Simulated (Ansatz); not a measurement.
Consider the silylene formation by 1,1-elimination: `C=C([SiH3])CC` → `C=CCC` + `[SiH2]`.

Program: Ansatz. Geometries: PBE0-D4/def2-TZVP. ΔE: electronic, gas phase. CCSD(T)/CBS adds triple-zeta CCSD(T) − MP2 to the extrapolated MP2 energy (def2 sets, frozen cores). This one scheme is used for every species. DFT in def2-TZVPP. One conformer a species, not always the lowest.

(1) Is it downhill or uphill in electronic energy at CCSD(T)/CBS, and by how much? (Best estimate.)

(2) What do these levels give: r2SCAN-D4, revPBE, LC-ωPBE, MP2/def2-SVP, MP2/def2-TZVPP, SCS-MP2/def2-TZVPP? (An estimate is asked.)

(3) What do rigid-rotor, harmonic-oscillator terms from PBE0-D4/def2-TZVP frequencies (298.15 K, 1 bar) make of the CCSD(T)/CBS value? (Best estimate.)

Largest T1 diagnostic among the species: 0.014.

Results:

(1) The calculation gave: Uphill: ΔE = +55.7 kcal/mol.

(2) Ansatz gave: r2SCAN-D4 60.1, revPBE 49.7, LC-ωPBE 58.7, MP2/def2-SVP 57.2, MP2/def2-TZVPP 59.3, SCS-MP2/def2-TZVPP 56.1 kcal/mol.

(3) Computed: ΔZPE = -2.2 kcal/mol, ΔH = +54.4 kcal/mol, ΔS = 152 J/(mol·K), ΔG = +43.6 kcal/mol. Modes under 50 cm⁻¹ make the entropy rough.

From BLYP to BHLYP (50 % exact exchange), in def2-TZVPP and without D4, ΔE moves by +5.9 kcal/mol. At CCSD(T), def2-SVP lies −3.9 kcal/mol from the extrapolated value and def2-TZVPP −1.5 kcal/mol. In def2-TZVPP, CCSD(T) changes the Hartree–Fock value by +5.0 kcal/mol (the triples alone add +1.5 kcal/mol) and MP2 by +10.3 kcal/mol.
